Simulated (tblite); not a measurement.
Species: maleic anhydride, C₄H₂O₃.
Atom-mapped SMILES: `[O:1]=[C:2]1[CH:3]=[CH:4][C:5](=[O:6])[O:7]1` (hydrogens: H8 on C3; H9 on C4)

Computed with GFN2-xTB (tblite), gas phase: Langevin dynamics at 200 K from the optimised GFN2-xTB geometry, time step 0.5 fs, friction 0.01 fs⁻¹, 2000 steps. The instantaneous temperature is 2·E(kin)/(3Nk) with all 3N coordinates.

```json
{"t (fs)": "0", "T (K)": "186", "E(pot) above start (eV)": "0.000", "O1=C2 (Å)": "1.189", "C2–C3 (Å)": "1.491", "C3=C4 (Å)": "1.329", "C4–C5 (Å)": "1.492", "C5=O6 (Å)": "1.189", "C3–H8 (Å)": "1.073"}
{"t (fs)": "50", "T (K)": "127", "E(pot) above start (eV)": "0.165", "O1=C2 (Å)": "1.188", "C2–C3 (Å)": "1.486", "C3=C4 (Å)": "1.317", "C4–C5 (Å)": "1.532", "C5=O6 (Å)": "1.200", "C3–H8 (Å)": "1.096"}
{"t (fs)": "100", "T (K)": "283", "E(pot) above start (eV)": "0.099", "O1=C2 (Å)": "1.210", "C2–C3 (Å)": "1.479", "C3=C4 (Å)": "1.345", "C4–C5 (Å)": "1.483", "C5=O6 (Å)": "1.199", "C3–H8 (Å)": "1.083"}
{"t (fs)": "150", "T (K)": "204", "E(pot) above start (eV)": "0.189", "O1=C2 (Å)": "1.177", "C2–C3 (Å)": "1.518", "C3=C4 (Å)": "1.312", "C4–C5 (Å)": "1.521", "C5=O6 (Å)": "1.170", "C3–H8 (Å)": "1.059"}
{"t (fs)": "200", "T (K)": "141", "E(pot) above start (eV)": "0.140", "O1=C2 (Å)": "1.184", "C2–C3 (Å)": "1.493", "C3=C4 (Å)": "1.353", "C4–C5 (Å)": "1.462", "C5=O6 (Å)": "1.180", "C3–H8 (Å)": "1.055"}
{"t (fs)": "250", "T (K)": "153", "E(pot) above start (eV)": "0.178", "O1=C2 (Å)": "1.215", "C2–C3 (Å)": "1.471", "C3=C4 (Å)": "1.330", "C4–C5 (Å)": "1.472", "C5=O6 (Å)": "1.205", "C3–H8 (Å)": "1.083"}
{"t (fs)": "300", "T (K)": "157", "E(pot) above start (eV)": "0.325", "O1=C2 (Å)": "1.190", "C2–C3 (Å)": "1.541", "C3=C4 (Å)": "1.335", "C4–C5 (Å)": "1.460", "C5=O6 (Å)": "1.177", "C3–H8 (Å)": "1.122"}
{"t (fs)": "350", "T (K)": "228", "E(pot) above start (eV)": "0.201", "O1=C2 (Å)": "1.189", "C2–C3 (Å)": "1.506", "C3=C4 (Å)": "1.327", "C4–C5 (Å)": "1.513", "C5=O6 (Å)": "1.182", "C3–H8 (Å)": "1.085"}
{"t (fs)": "400", "T (K)": "344", "E(pot) above start (eV)": "0.176", "O1=C2 (Å)": "1.190", "C2–C3 (Å)": "1.481", "C3=C4 (Å)": "1.318", "C4–C5 (Å)": "1.497", "C5=O6 (Å)": "1.182", "C3–H8 (Å)": "1.034"}
{"t (fs)": "450", "T (K)": "267", "E(pot) above start (eV)": "0.133", "O1=C2 (Å)": "1.193", "C2–C3 (Å)": "1.468", "C3=C4 (Å)": "1.330", "C4–C5 (Å)": "1.493", "C5=O6 (Å)": "1.194", "C3–H8 (Å)": "1.101"}
{"t (fs)": "500", "T (K)": "161", "E(pot) above start (eV)": "0.188", "O1=C2 (Å)": "1.191", "C2–C3 (Å)": "1.510", "C3=C4 (Å)": "1.343", "C4–C5 (Å)": "1.547", "C5=O6 (Å)": "1.208", "C3–H8 (Å)": "1.048"}
{"t (fs)": "550", "T (K)": "137", "E(pot) above start (eV)": "0.081", "O1=C2 (Å)": "1.193", "C2–C3 (Å)": "1.490", "C3=C4 (Å)": "1.338", "C4–C5 (Å)": "1.467", "C5=O6 (Å)": "1.193", "C3–H8 (Å)": "1.073"}
{"t (fs)": "600", "T (K)": "129", "E(pot) above start (eV)": "0.148", "O1=C2 (Å)": "1.197", "C2–C3 (Å)": "1.496", "C3=C4 (Å)": "1.295", "C4–C5 (Å)": "1.485", "C5=O6 (Å)": "1.167", "C3–H8 (Å)": "1.059"}
{"t (fs)": "650", "T (K)": "118", "E(pot) above start (eV)": "0.147", "O1=C2 (Å)": "1.172", "C2–C3 (Å)": "1.526", "C3=C4 (Å)": "1.348", "C4–C5 (Å)": "1.496", "C5=O6 (Å)": "1.189", "C3–H8 (Å)": "1.074"}
{"t (fs)": "700", "T (K)": "189", "E(pot) above start (eV)": "0.099", "O1=C2 (Å)": "1.197", "C2–C3 (Å)": "1.509", "C3=C4 (Å)": "1.341", "C4–C5 (Å)": "1.505", "C5=O6 (Å)": "1.195", "C3–H8 (Å)": "1.097"}
{"t (fs)": "750", "T (K)": "143", "E(pot) above start (eV)": "0.180", "O1=C2 (Å)": "1.218", "C2–C3 (Å)": "1.470", "C3=C4 (Å)": "1.326", "C4–C5 (Å)": "1.460", "C5=O6 (Å)": "1.191", "C3–H8 (Å)": "1.070"}
{"t (fs)": "800", "T (K)": "112", "E(pot) above start (eV)": "0.143", "O1=C2 (Å)": "1.182", "C2–C3 (Å)": "1.491", "C3=C4 (Å)": "1.314", "C4–C5 (Å)": "1.497", "C5=O6 (Å)": "1.186", "C3–H8 (Å)": "1.089"}
{"t (fs)": "850", "T (K)": "74", "E(pot) above start (eV)": "0.122", "O1=C2 (Å)": "1.188", "C2–C3 (Å)": "1.491", "C3=C4 (Å)": "1.334", "C4–C5 (Å)": "1.502", "C5=O6 (Å)": "1.193", "C3–H8 (Å)": "1.051"}
{"t (fs)": "900", "T (K)": "179", "E(pot) above start (eV)": "0.174", "O1=C2 (Å)": "1.213", "C2–C3 (Å)": "1.501", "C3=C4 (Å)": "1.329", "C4–C5 (Å)": "1.451", "C5=O6 (Å)": "1.191", "C3–H8 (Å)": "1.110"}
{"t (fs)": "950", "T (K)": "153", "E(pot) above start (eV)": "0.165", "O1=C2 (Å)": "1.195", "C2–C3 (Å)": "1.516", "C3=C4 (Å)": "1.325", "C4–C5 (Å)": "1.456", "C5=O6 (Å)": "1.198", "C3–H8 (Å)": "1.063"}
{"t (fs)": "1000", "T (K)": "106", "E(pot) above start (eV)": "0.210", "O1=C2 (Å)": "1.194", "C2–C3 (Å)": "1.528", "C3=C4 (Å)": "1.340", "C4–C5 (Å)": "1.520", "C5=O6 (Å)": "1.168", "C3–H8 (Å)": "1.079"}
```

**Question.** From 500 fs on, how do temperature and potential energy compare with equipartition?

**Answer.** The mean temperature of these 11 frames is 136 K against the target 200 K, and the mean potential energy 0.15 eV against 21 × kT/2 = 0.18 eV for 21 classical harmonic modes. For 9 atoms in a canonical ensemble the temperature itself scatters by T·√(2/(3N)) = 54 K; here its standard deviation is 32 K. These frames run colder than the target by 32 %; at their own mean temperature equipartition would give 0.12 eV. The whole run lasts only 10 friction times of 100 fs, so these averages carry a wide statistical error.

**Question.** What are the kinetic and total energies of the listed frame with the highest potential energy?

**Answer.** The one at 300 fs, 0.325 eV above the start. Its kinetic energy is 3NkT/2 = 0.183 eV at 157 K, so the sum is 0.51 eV; over the listed frames the sum runs from 0.21 to 0.58 eV, since the thermostat adds and removes energy.

**Question.** How much do the listed bonds fluctuate from 500 fs on?

**Answer.** 
```json
{"bond": "O1=C2", "at the start (Å)": "1.189", "mean (Å)": "1.195", "standard deviation (Å)": "0.012"}
{"bond": "C2–C3", "at the start (Å)": "1.491", "mean (Å)": "1.503", "standard deviation (Å)": "0.017"}
{"bond": "C3=C4", "at the start (Å)": "1.329", "mean (Å)": "1.330", "standard deviation (Å)": "0.015"}
{"bond": "C4–C5", "at the start (Å)": "1.492", "mean (Å)": "1.490", "standard deviation (Å)": "0.028"}
{"bond": "C5=O6", "at the start (Å)": "1.189", "mean (Å)": "1.189", "standard deviation (Å)": "0.011"}
{"bond": "C3–H8", "at the start (Å)": "1.073", "mean (Å)": "1.074", "standard deviation (Å)": "0.018"}
```

The motion is classical and holds no zero-point motion.

What follows is the cost of the whole dynamics run. Time: 6.0 s; peak memory 0.18 GiB. Hardware: Intel Xeon Platinum 8488C, one thread, no GPU, shared host with 192 logical CPUs at a one-minute load of 4.9.
